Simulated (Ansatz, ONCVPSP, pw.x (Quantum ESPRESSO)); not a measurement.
## pw.x on fcc As: one setting changed

Potential: optimised norm-conserving Vanderbilt (ONCV), ONCVPSP 4.0.1.1 (patched build), PBE; core [Ar] 3d10, reference 4s2 4p3; waves: 4s: rc 1.50 bohr, ncon 5, nbas 9, qcut 4.3 1/bohr, 2 projectors, debl 2.6 Ha; 4p: rc 1.85 bohr, ncon 4, nbas 8, qcut 3.8 1/bohr, 2 projectors, debl 0.5 Ha; d scattering state at 0.31 Ha: rc 1.85 bohr, ncon 4, nbas 7, qcut 5.6 1/bohr, 1 projector; local part: polynomial inside 1.35 bohr (lpopt 2, dvloc0 -0.5 Ha); core correction: Teter function fitted to the true core (icmod 2), fcfact 0.6.

The reference run (k-mesh 13³, cutoffs 125/500 Ry, Fermi–Dirac 0.01 Ry, mixing_beta 0.4, conv_thr 1e-9, no spin) gives -1.13 GPa at 19.405 Å³/atom, where all-electron LAPW gives -0.16 GPa. This run, with its own iteration cap, changes k-mesh points per axis to 4.

```
&control
  calculation='scf', prefix='x', pseudo_dir='./', outdir='./tmp', tstress=.true., disk_io='none'
/
&system
  ibrav=0, nat=1, ntyp=1, ecutwfc=125, ecutrho=500, nbnd=9,
  occupations='smearing', smearing='fd', degauss=0.01
/
&electrons
  conv_thr=1e-09, mixing_beta=0.4, electron_maxstep=50
/
ATOMIC_SPECIES
As 1.0 As.UPF
CELL_PARAMETERS angstrom
  0.00000000 2.13285444 2.13285444
  2.13285444 0.00000000 2.13285444
  2.13285444 2.13285444 0.00000000
ATOMIC_POSITIONS crystal
As 0.0000 0.0000 0.0000
K_POINTS automatic
4 4 4 0 0 0
```

```bash
pw.x < As.scf.in > As.scf.out
```

Question: How does the run end?

Answer: It converges in 6 iterations; the free energy moves by -77.1 meV/atom and the pressure by -3.29 GPa.

```
Message from routine setup:
     using ibrav=0 with symmetry is DISCOURAGED, use correct ibrav instead
     lattice parameter (alat)  =       5.7000  a.u.
     unit-cell volume          =     130.9514 (a.u.)^3
     number of electrons       =         5.00
     number of Kohn-Sham states=            9
     kinetic-energy cutoff     =     125.0000  Ry
     charge density cutoff     =     500.0000  Ry
     scf convergence threshold =      1.0E-09
     Exchange-correlation= PBE
     number of k points=     8  Fermi-Dirac smearing, width (Ry)=  0.0100
     iteration #  1     ecut=   125.00 Ry     beta= 0.40
     total energy              =     -17.94305801 Ry
     estimated scf accuracy    <       0.00251754 Ry
     iteration #  2     ecut=   125.00 Ry     beta= 0.40
     total energy              =     -17.94286388 Ry
     estimated scf accuracy    <       0.00067282 Ry
     iteration #  3     ecut=   125.00 Ry     beta= 0.40
     total energy              =     -17.94293089 Ry
     estimated scf accuracy    <       0.00000365 Ry
     iteration #  4     ecut=   125.00 Ry     beta= 0.40
     total energy              =     -17.94293211 Ry
     estimated scf accuracy    <       0.00000014 Ry
     iteration #  5     ecut=   125.00 Ry     beta= 0.40
     total energy              =     -17.94293215 Ry
     estimated scf accuracy    <          4.0E-09 Ry
     iteration #  6     ecut=   125.00 Ry     beta= 0.40
     the Fermi energy is     7.9759 ev
!    total energy              =     -17.94293216 Ry
     estimated scf accuracy    <          2.0E-10 Ry
     smearing contrib. (-TS)   =      -0.00585502 Ry
     The total energy is F=E-TS. E is the sum of the following terms:
     one-electron contribution =       4.86770279 Ry
     hartree contribution      =       0.26959362 Ry
     xc contribution           =      -8.85513945 Ry
     ewald contribution        =     -14.21923409 Ry
     convergence has been achieved in   6 iterations
          total   stress  (Ry/bohr**3)                   (kbar)     P=      -44.13
     Message from routine punch:
     Nothing written, as per user request (disk_io='none')
```

The run took about 2.8 s on one core of a shared host (Intel(R) Xeon(R) 6975P-C, 192 threads, 378 GiB, load 68).
